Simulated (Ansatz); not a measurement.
# TiO2: stress in a strained cell

Aim: deform TiO2 (zz strain of -1 %) and compute stress, forces and field gradients with LAPW, PAW and all-electron datasets made for the crystal.

Computed with Ansatz 0.2.0 (DFT PBE, scalar-relativistic, unless a step's input says otherwise).

## Step 1: The system as given

The structure is tetragonal, space group P4_2/mnm (No. 136). Conventional cell: a = 4.594 Å, b = 4.594 Å, c = 2.959 Å, α = 90.00°, β = 90.00°, γ = 90.00°. Ti (site symmetry mmm) has 6 O at 1.94 to 1.99 Å as nearest neighbours. O (site symmetry m2m) is surrounded by 3 Ti at 1.94 to 1.99 Å.

Structure file:

```xyz
6
Lattice="4.5940 0.0000 0.0000 0.0000 4.5940 0.0000 0.0000 0.0000 2.9590" Properties=species:S:1:pos:R:3 pbc="T T T"
Ti    0.0000    0.0000    0.0000
Ti    2.2970    2.2970    1.4795
O     1.4058    1.4058    0.0000
O     0.8912    3.7028    1.4795
O     3.1882    3.1882    0.0000
O     3.7028    0.8912    1.4795
```

Atoms are numbered in the order of the input: Ti1, Ti2, O3, O4, O5, O6.

## Step 2: After the deformation

Space group P4_2/mnm before, P4_2/mnm after.

## Step 3: All-electron LAPW

input.yaml reads:

```yaml
crystal:
  lattice:
    - [4.594, 0.0, 0.0]
    - [0.0, 4.594, 0.0]
    - [0.0, 0.0, 2.92941]
  atoms:
    - { symbol: Ti, position: [0.0, 0.0, 0.0] }
    - { symbol: Ti, position: [0.5, 0.5, 0.5] }
    - { symbol: O, position: [0.306, 0.306, 0.0] }
    - { symbol: O, position: [0.194, 0.806, 0.5] }
    - { symbol: O, position: [0.694, 0.694, 0.0] }
    - { symbol: O, position: [0.806, 0.194, 0.5] }
kpoints:
  mp_grid: { grid: [7, 7, 10] }
  band_path:
    path:
      - [0.0, 0.0, 0.0]
      - [0.0, 0.5, 0.0]
      - [0.5, 0.5, 0.0]
      - [0.0, 0.0, 0.0]
      - [0.0, 0.0, 0.5]
      - [0.0, 0.5, 0.5]
      - [0.5, 0.5, 0.5]
      - [0.0, 0.0, 0.5]
      - [0.0, 0.5, 0.0]
    npoints: 5
scf:
  occupations: { method: fermi_dirac, width: 0.05 }
hamiltonian:
  xc: pbe
  pseudopotentials: { kind: all_electron, lapw: { basis_error: 0.0005 } }
output:
  forces: true
  stress: true
  eigenvalues: true
```

Started as:

```console
$ ansatz run input.yaml --threads 2 --pin off --max-ram 6144MiB --backend cpu --events-out ev --progress --plain --runs-dir out
```

## Step 4: PAW on the default files

input.yaml reads:

```yaml
crystal:
  lattice:
    - [4.594, 0.0, 0.0]
    - [0.0, 4.594, 0.0]
    - [0.0, 0.0, 2.92941]
  atoms:
    - { symbol: Ti, position: [0.0, 0.0, 0.0] }
    - { symbol: Ti, position: [0.5, 0.5, 0.5] }
    - { symbol: O, position: [0.306, 0.306, 0.0] }
    - { symbol: O, position: [0.194, 0.806, 0.5] }
    - { symbol: O, position: [0.694, 0.694, 0.0] }
    - { symbol: O, position: [0.806, 0.194, 0.5] }
kpoints:
  mp_grid: { grid: [7, 7, 10] }
scf:
  occupations: { method: fermi_dirac, width: 0.05 }
hamiltonian:
  xc: pbe
  pseudopotentials: { kind: paw }
output:
  forces: true
  stress: true
  eigenvalues: true
  efg: { contact_densities: true }
```

## Step 5: Datasets made for this crystal

input.yaml: that of step 4 with these lines changed.

```diff
@@ -18,3 +18,3 @@
   xc: pbe
-  pseudopotentials: { kind: paw }
+  pseudopotentials: { kind: all_electron, datasets: crystal }
 output:
```

(Steps that only read results are left out.)

Q: Predict the outcome of this session. Wanted: pressure; largest shear or deviatoric stress.

As calculated:

```
                                 quantity                                           value
                                 pressure  LAPW 8.46, PAW 8.48, crystal datasets 8.47 GPa
largest shear or deviatoric stress (LAPW)                                        1.78 GPa
```

**Reading.** The largest part of the stress beyond the pressure is 1.78 GPa in size, in the zz component; the atoms are carried along and not relaxed. No run of the undeformed cell stands beside it, so the pressure holds what the given cell had before the change. PAW: stress within 0.03 GPa of LAPW, forces within 1 meV/Å. Crystal datasets: stress within 0.01 GPa of LAPW, forces within 1 meV/Å.
